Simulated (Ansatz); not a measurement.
# LiBr (Fm-3m): phonons against volume

Aim: how the vibrations of LiBr shift with volume, and the expansion that follows.

What experiment has found for this phase:
- volume expansion coefficient 149.4 1e-6/K and heat capacity C_P per formula unit 48.9 J/mol/K near room temperature (given in “High-Throughput Prediction of Finite-Temperature Properties using the Quasi-Harmonic Approximation”, 2016, arXiv:1603.06924)
- volume expansion coefficient 146.7 1e-6/K near room temperature (given in “Descriptors for thermal expansion in solids”, 2017, arXiv:1701.03966)

Calculated with Ansatz 0.2.0; DFT LDA, scalar-relativistic, plane waves, PAW.

### 1. Set-up

It takes space group Fm-3m (No. 225, cubic). Conventional cell: a = 5.501 Å, b = 5.501 Å, c = 5.501 Å, α = 90.00°, β = 90.00°, γ = 90.00°. Nearest to Li lie 6 Br at 2.75 Å. Nearest to Br lie 6 Li at 2.75 Å. Farther neighbours and most contacts between anions are not listed.

### 2. Probe on a coarse mesh

Before spending time, one coarse run tells the gap and the pressure of the starting cell.

Input file input.yaml:

```yaml
crystal:
  lattice:
    - [0.0, 2.75065, 2.75065]
    - [2.75065, 0.0, 2.75065]
    - [2.75065, 2.75065, 0.0]
  atoms:
    - { symbol: Li, position: [0.0, 0.0, 0.0] }
    - { symbol: Br, position: [0.5, 0.5, 0.5] }
kpoints:
  mp_grid: { grid: [6, 6, 6] }
hamiltonian:
  xc: lda
scf:
  occupations: { method: gaussian, width: 0.1 }
output:
  forces: true
  stress: true
  eigenvalues: true
```

Command:

```console
$ ansatz run input.yaml --threads 4 --pin off --max-ram 8192MiB --backend cpu --events-out ev --progress --plain --runs-dir out
```

Numbers of over 12 decimals in the logs are rounded to 6 here.

The log of the run:

```text
Engine: ansatz 0.2.0, aarch64-unknown-linux-gnu
Pseudopotentials: kind: paw
Pseudopotential: Li, paw, valence charge 3, recommended cutoff 420 eV (normal), Li.paw.azcp
Pseudopotential: Br, paw, valence charge 7, recommended cutoff 420 eV (normal), Br.paw.azcp
Functional definition: SPW92
  exchange = slater_x
  correlation = pw_c
Crystal: 2 atoms, lattice volume = 41.623 Å³
Basis set: ecut = 420 eV, 869 PW (Γ)
Bands: 9, of which v1, the nominal top of the filled ones, is band 5 counted from 1 (4 counted from 0)
Symmetry: 48 space group operations
Space group: Fm-3m (ITA 225), of the structure as read, at distance tolerance 3.5e-5 Å
k-points: 16 of 216
Non-local potential: Li, projectors of the file, l = 0: 3, l = 1: 2, l = 2: 1
Non-local potential: Br, projectors of the file, l = 0: 2, l = 1: 2, l = 2: 2
PAW form: soft (Blöchl's): semilocal exchange-correlation on the pseudo side does not see the compensation charge
PAW frozen core: Br, regenerated for the run's functional, and the local potential with it (the file was generated under x = pbe(κ = 0.804, μ = 0.219515), c = pbe(β = 0.066725))
PAW one-centre angular grid: Li, 110 points (default); XC on 64 Gauss nodes
PAW one-centre angular grid: Br, 110 points (default); XC on 64 Gauss nodes
Initial density: superposition of atomic densities (neutral atoms: chi_scale 0, normalization atom), corrected by the library's trained network
Initial wavefunctions: pseudopotential atomic-orbital guess
Functional: x = slater, c = lda
SCF iter   1: F=—  HF=-2898.640834 eV  |F-HF|=—  |Δ(HF+E_count)|=         —  Δρ=4.78e-3  dr2=4.46e-3  ethr=1.77e-3  ⟨swp⟩=5.6  Hψ=1002  notcnv=0
preconditioner: auto → none  [insulator: Δε(μ)=4.641 eV  Ē_g=12.750 eV  σ=0.100 eV  W_gap=1.00  n_scr=8 (ndim 8)  ℏωp=16.3 eV  f_vac=0.000  D(μ)=0.00/eV (n_scr^D=0)  ε∞_Penn≈2.6]
SCF iter   2: F=—  HF=-2898.636739 eV  |F-HF|=—  |Δ(HF+E_count)|=   4.09e-3  Δρ=2.17e-3  dr2=9.52e-4  ethr=4.46e-5  ⟨swp⟩=2.0  Hψ=329  notcnv=0
SCF iter   3: F=—  HF=-2898.635934 eV  |F-HF|=—  |Δ(HF+E_count)|=   8.05e-4  Δρ=1.31e-4  dr2=4.54e-6  ethr=9.52e-6  ⟨swp⟩=2.0  Hψ=160  notcnv=0
SCF iter   4: F=—  HF=-2898.635937 eV  |F-HF|=—  |Δ(HF+E_count)|=   2.50e-6  Δρ=2.51e-5  dr2=1.48e-7  ethr=4.54e-8  ⟨swp⟩=2.8  Hψ=220  notcnv=0
iter 5 did not close the SCF: its close was put off for the readings that it lacked (scf_convergence_deferred on its scf_iter line)
SCF iter   5: F=-2898.635937 eV  HF=-2898.635937 eV  |F-HF|=3.88e-9  |Δ(HF+E_count)|=   4.53e-8  Δρ=7.39e-6  dr2=8.94e-9  ethr=1.48e-9  ⟨swp⟩=2.1  Hψ=209  notcnv=0
SCF iter   6: F=-2898.635937 eV  HF=-2898.635937 eV  |F-HF|=1.79e-10  |Δ(HF+E_count)|=   1.93e-9  Δρ=1.60e-6  dr2=3.90e-10  ethr=8.94e-11  ⟨swp⟩=2.8  Hψ=564  notcnv=0
SCF 1 converged in 6 iterations: F = -2898.635937 eV  dr2 = 3.90e-10
  greatest PAW one-centre occupation: 1.000 electrons in one spin orbital (limit 2), on the Li atom at site 0 (counted from 0), in its partial waves of l = 0
SCF converged after 6 iterations
Free energy (F): -2898.635937 eV
Harris-Foulkes:  -2898.635937 eV  (|F-HF|=1.79e-10)
Internal energy: -2898.635937 eV  (E = F + TS)
E sigma→0 (E₀):  -2898.635937 eV
Fermi energy:    4.112442 eV
--- Per-component energies (eV) ---
  E_band       = -102.825470
  E_kinetic    = 155.814501
  E_local      = -313.398218  (includes V_loc(G=0)·N_el)
  E_nonlocal   = 38.735806
  E_hartree    = 79.520692
  E_xc         = -272.436457
  E_vxc        = -119.436402  (∫ρ·V_xc dr)
  E_paw        = -2179.153671  (= ΣΔE_a)
  E_vpaw       = -23.582391  (= ΣTr[D̂ρ^β])
  E_aug_tail   = 0.000003  (compensation charges beyond the density's cutoff)
  E_ewald      = -407.925104
  E_core_change = 0.206511  (= ΣΔE_core)
  E_smearing   = -0.000000  (= −TS)
  E_closure    = 0.000000  (closes the sum)
  Σ components = -2898.635937   (vs F -2898.635937, Δ=0.00e0)
--- Forces (eV/Å), atoms counted from 1 ---
  atom   1  Li    -0.00000000    -0.00000000    -0.00000000
  atom   2  Br    -0.00000000     0.00000000    -0.00000000
  max |Σ_I F_I| component: 5.70e-30 eV/Å
--- Stress (GPa, compression-positive) ---
       -2.787180      -0.000000       0.000000
       -0.000000      -2.787180       0.000000
        0.000000       0.000000      -2.787180
  P = ⅓ Tr σ = -2.7872 GPa (-27.872 kbar)
--- Band table (eV; the first three rows and the last of 16) ---
  k-point 0: bands = ["-41.5188", "-11.7088", "1.7897", "1.7897", "1.7897", "6.4328", "12.1659", "12.1659", "12.1659"]
  k-point 1: bands = ["-41.5185", "-11.5999", "0.8217", "1.7179", "1.7179", "7.2278", "11.1773", "11.5617", "11.5617"]
  k-point 2: bands = ["-41.5179", "-11.3656", "-0.5671", "1.5869", "1.5869", "7.3816", "10.1901", "10.1901", "12.0986"]
  k-point 15: bands = ["-41.5172", "-11.0508", "-0.8026", "0.0629", "0.6291", "8.7643", "9.9176", "11.3524", "12.1100"]
```

Run time: 0.5 s. Hardware: 4 threads of Arm Neoverse N1, shared host; peak memory 0.26 GiB; 1.1 s of CPU time.

This step gave:

```
pressure          : -2.787 GPa
gap on the k-mesh : 4.643 eV
volume per atom   : 20.81 Å³
```

The start is under -2.8 GPa at this level and looks like an insulator or semiconductor on this mesh.

### 3. Relaxation

Phonons are second derivatives about a minimum, so cell and atoms are relaxed first, inside the symmetry of the start.

input.yaml, the sections that differ from step 2:

```yaml
kpoints:
  mp_grid: { grid: [8, 8, 8] }
scf:
  occupations: { method: gaussian, width: 0.02 }
relax:
  adjacent_minimum: "off"
  f_tol: 0.005
  max_steps: 80
  cell: { stress_tol: 0.05 }
# crystal, hamiltonian, output: as in step 2
```

The log of the run:

```text
[...]
Crystal: 2 atoms, lattice volume = 41.623 Å³
Basis set: ecut = 420 eV, 869 PW (Γ)
Bands: 9, of which v1, the nominal top of the filled ones, is band 5 counted from 1 (4 counted from 0)
Symmetry: 48 space group operations
[...]
k-points: 29 of 512
[...]
SCF iter   1: F=—  HF=-2898.641239 eV  |F-HF|=—  |Δ(HF+E_count)|=         —  Δρ=4.79e-3  dr2=4.49e-3  ethr=1.77e-3  ⟨swp⟩=5.1  Hψ=1911  notcnv=0
[...]
SCF iter   6: F=-2898.636326 eV  HF=-2898.636326 eV  |F-HF|=5.91e-12  |Δ(HF+E_count)|=   1.15e-9  Δρ=1.18e-6  dr2=1.61e-10  ethr=6.24e-11  ⟨swp⟩=2.0  Hψ=857  notcnv=0
SCF 1 converged in 6 iterations: F = -2898.636326 eV  dr2 = 1.61e-10
[...]
relax step   1: F+E_penalty+E_count = -2898.63632589 eV  Δ(F+E_penalty+E_count) = +0.000e0 eV  max|allowed force component| = 2.699e-29 eV/Å  Δτ_max = 0.0000 Å  P = -2.794 GPa  Ω = 41.623 Å³  (6 SCF iters, dr2 threshold 1.00e-7 eV, accepted)
Crystal: 2 atoms, lattice volume = 37.377 Å³
Basis set: ecut = 420 eV, 725 PW (Γ)
[...]
iter 1 solved again at ethr=2.38e-5 eV; its pass at ethr=3.10e-3 eV (dr2=2.38e-3 eV) is discarded
[...]
SCF iter   5: F=-2898.677211 eV  HF=-2898.677211 eV  |F-HF|=5.85e-10  |Δ(HF+E_count)|=   3.39e-8  Δρ=2.82e-6  dr2=1.37e-9  ethr=1.20e-9  ⟨swp⟩=2.9  Hψ=904  notcnv=0
SCF 2 converged in 5 iterations: F = -2898.677211 eV  dr2 = 1.37e-9
relax step   2: F+E_penalty+E_count = -2898.67721068 eV  Δ(F+E_penalty+E_count) = -4.088e-2 eV  max|allowed force component| = 2.153e-30 eV/Å  Δτ_max = 0.0000 Å  P = +0.048 GPa  Ω = 37.377 Å³  energy of the carried Pulay correction = +6.273e-4 eV  (5 SCF iters, dr2 threshold 2.00e-7 eV, accepted)
[...]
SCF iter   5: F=-2898.676543 eV  HF=-2898.676543 eV  |F-HF|=1.36e-12  |Δ(HF+E_count)|=  1.82e-12  Δρ=1.05e-7  dr2=1.37e-12  ethr=1.00e-12  ⟨swp⟩=6.6  Hψ=1242  notcnv=0
SCF 3 converged in 5 iterations: F = -2898.676543 eV  dr2 = 1.37e-12
relax step   3: F+E_penalty+E_count = -2898.67654266 eV  Δ(F+E_penalty+E_count) = +6.680e-4 eV  max|allowed force component| = 2.753e-30 eV/Å  Δτ_max = 0.0000 Å  P = +0.049 GPa  Ω = 37.377 Å³  stress off target by 4.92e-2 GPa  SCF on the basis re-selected at this cell (its energy is not comparable with the rows above)  (5 SCF iters)
basis re-selected at this cell: Δ(F+E_penalty+E_count) = +6.680e-4 eV, ΔP = +0.002 GPa vs the last step (what re-selecting the basis moved, of the pressure what is left beyond the Pulay correction that the steps carried, after the strain that the cell walked since its last selection, with what the two solves' SCF thresholds leave and, on support functions, any second-order correction that the steps lacked; it is no m [...]
SCF converged after 5 iterations
Free energy (F): -2898.676543 eV
[...]
Internal energy: -2898.676543 eV  (E = F + TS)
E sigma→0 (E₀):  -2898.676543 eV
Fermi energy:    5.365478 eV
[...]
--- Stress (GPa, compression-positive) ---
        0.049245      -0.000000      -0.000000
       -0.000000       0.049245       0.000000
       -0.000000       0.000000       0.049245
  P = ⅓ Tr σ = 0.0492 GPa (0.492 kbar)
--- Band table (eV; the first three rows and the last of 29) ---
[...]
--- Relaxed structure (2 steps of the walk, 2 accepted, 1 SCFs on fresh bases) ---
  F+E_penalty+E_count = -2898.67654266 eV   max|allowed force component| = 2.753e-30 eV/Å   (the final SCF, on the basis selected at the relaxed cell)
  cell:  # Å, volume = 37.3773 Å³
    - [0, 2.653746, 2.653746]
    - [2.653746, 0, 2.653746]
    - [2.653746, 2.653746, 0]
  atoms:
    - { symbol: Li, position: [0, 0, 0] }
    - { symbol: Br, position: [0.5, 0.5, 0.5] }
```

Elapsed: 1.7 s, on 4 threads; peak memory 0.29 GiB.

Step by step:

```csv
step,energy less that of the first step (eV),largest force component (eV/Å),pressure (GPa),volume (Å³)
1,0.0000,0.0000,-2.79,41.62
2,-0.0409,0.0000,0.05,37.38
3*,-0.0402,0.0000,0.05,37.38
```

Relaxation steps marked * repeat the geometry before them on a plane-wave basis chosen anew for their cell, so energy and pressure can jump there.

The run keeps the 48 symmetry operations that it works with, so distortions that break them were not tested.

```csv
"conventional cell, symmetrised",before,after,change
a (Å),5.501,5.307,-3.5 %
b (Å),5.501,5.307,-3.5 %
c (Å),5.501,5.307,-3.5 %
volume (Å³/atom),20.81,18.69,-10.2 %
```

The relaxed structure:

```
Li Br
1.0
     0.00000    2.65375    2.65375
     2.65375    0.00000    2.65375
     2.65375    2.65375    0.00000
Li Br
1 1
Direct
  0.00000 0.00000 0.00000
  0.50000 0.50000 0.50000
```

Numbers from this step:

```
pressure          : 0.04924 GPa
gap on the k-mesh : 5.158 eV
volume per atom   : 18.69 Å³
```

The relaxation ends with a pressure of 0.05 GPa.

### 4. A second relaxation

The relaxation is run once more from where the first one ended, as the script does after a large change of volume or of the gap, with mesh and occupations reviewed.

Edit input.yaml of step 3 so:

```diff
@@ -2,5 +2,5 @@
   lattice:
-    - [0.0, 2.75065, 2.75065]
-    - [2.75065, 0.0, 2.75065]
-    - [2.75065, 2.75065, 0.0]
+    - [0.0, 2.6537457258, 2.6537457258]
+    - [2.6537457258, 0.0, 2.6537457258]
+    - [2.6537457258, 2.6537457258, 0.0]
   atoms:
```

The log of the run:

```text
[...]
Crystal: 2 atoms, lattice volume = 37.377 Å³
Basis set: ecut = 420 eV, 725 PW (Γ)
Bands: 9, of which v1, the nominal top of the filled ones, is band 5 counted from 1 (4 counted from 0)
Symmetry: 48 space group operations
[...]
k-points: 29 of 512
[...]
P = ⅓ Tr σ = 0.0492 GPa (0.492 kbar)
--- Band table (eV; the first three rows and the last of 29) ---
[...]
--- Relaxed structure (1 steps of the walk, 1 accepted, 1 SCFs on fresh bases) ---
[...]
cell:  # Å, volume = 37.3773 Å³
    - [0.0, 2.6537457258, 2.6537457258]
    - [2.6537457258, 0.0, 2.6537457258]
    - [2.6537457258, 2.6537457258, 0.0]
  atoms:
    - { symbol: Li, position: [0.0, 0.0, 0.0] }
    - { symbol: Br, position: [0.5, 0.5, 0.5] }
[key lines of the parts left out:]
SCF converged after 3 iterations
Free energy (F): -2898.676543 eV
Fermi energy:    5.365479 eV
```

Elapsed: 1.1 s, on 4 threads; peak memory 0.28 GiB.

Little changed from the start: no atom moved by 0.005 Å and no cell edge by 0.1 %.

Numbers from this step:

```
pressure : 0.04925 GPa
```

### 5. Relaxing to small residual forces and stress

The thresholds are tightened for a last relaxation ahead of the phonons, and where mesh or smearing change with them the cell follows.

input.yaml, the sections that differ from step 4:

```yaml
scf:
  occupations: { method: fixed }
relax:
  adjacent_minimum: "off"
  f_tol: 0.001
  max_steps: 60
  cell: { stress_tol: 0.01 }
# crystal, kpoints, hamiltonian, output: as in step 4
```

The log of the run:

```text
[...]
Crystal: 2 atoms, lattice volume = 37.377 Å³
Basis set: ecut = 420 eV, 725 PW (Γ)
Bands: 9, of which v1, the nominal top of the filled ones, is band 5 counted from 1 (4 counted from 0)
Symmetry: 48 space group operations
[...]
k-points: 29 of 512
[...]
-0.000000      -0.000000       0.002719
  P = ⅓ Tr σ = 0.0027 GPa (0.027 kbar)
--- Band table (eV; the first three rows and the last of 29) ---
[...]
--- Relaxed structure (2 steps of the walk, 2 accepted, 1 SCFs on fresh bases) ---
[...]
cell:  # Å, volume = 37.4293 Å³
    - [0, 2.654977, 2.654977]
    - [2.654977, 0, 2.654977]
    - [2.654977, 2.654977, 0]
  atoms:
    - { symbol: Li, position: [0, 0, 0] }
    - { symbol: Br, position: [0.5, 0.5, 0.5] }
[key lines of the parts left out:]
SCF converged after 4 iterations
Free energy (F): -2898.676553 eV
Fermi energy:    2.772893 eV
```

Run time: 1.5 s. Hardware: 4 threads; peak memory 0.28 GiB; 4.6 s of CPU time.

Little changed from the start: no atom moved by 0.005 Å and no cell edge by 0.1 %.

Numbers from this step:

```
pressure          : 0.002719 GPa
gap on the k-mesh : 5.150 eV
volume per atom   : 18.71 Å³
```

The residual pressure is 0.0027 GPa, small enough for phonons.

(Part 1 of 3 ends here.)

[Logs are printed without paths, hosts, clocks, repeated set-up lines and the standing remarks that a program may print on its own settings, such as how far it seeks lower states.]

[Hosts, paths, dates, database ids (printed as entryN), source tags and the programs' standing remarks are cut or masked in the printed files.]

[A step with changed settings may run another functional than the one named; its input shows which.]

[Of the runs on displaced cells, only some may be shown.]
